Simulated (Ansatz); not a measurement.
Set up this calculation in Ansatz 0.2.0, as the native input.

* Task: single point
* Functional: PBE
* Potentials or basis: Ansatz PAW
* Cutoff: 420 eV (not typed: the program's choice for these potentials)
* k mesh: 12 × 12 × 12
* Occupations: fermi-dirac, width 0.05 eV
* Spin: no spin polarisation

Crystal: Pt.

```
Pt
1.0
    -1.51792    1.61257    1.57266
     1.58438   -1.59122    1.61776
     1.52358    1.59687   -1.55131
Pt
1
Direct
  0.98769 0.99114 0.98751
```

The cell isn't the ideal one: cell strained at random at fixed volume.

These files were run (other wordings do the same):

input.yaml

```yaml
crystal:
  lattice:
    - [-1.517923, 1.612567, 1.572658]
    - [1.584375, -1.591215, 1.617757]
    - [1.523578, 1.59687, -1.551306]
  atoms:
    - { symbol: Pt, position: [-0.012312, -0.008861, -0.012486] }
hamiltonian:
  xc: pbe
  pseudopotentials: { kind: paw }
kpoints:
  mp_grid: { grid: [12, 12, 12] }
scf:
  occupations: { method: fermi_dirac, width: 0.05 }
output:
  forces: true
  stress: true
  eigenvalues: true
```

Potentials or basis: Ansatz PAW.

The run is started by

```bash
$ ansatz run input.yaml --threads 2 --pin off --max-ram 5120MiB --backend cpu --events-out ev --progress --plain --runs-dir out
```

Results of the run:

| Item | Value |
| --- | --- |
| Pressure | -0.8 GPa |
| Band gap on the k mesh | none (metal or under the smearing width) |

Run time: 4 s on 2 threads of Arm Neoverse V2, with other jobs on the host, peak memory 0.43 GiB.
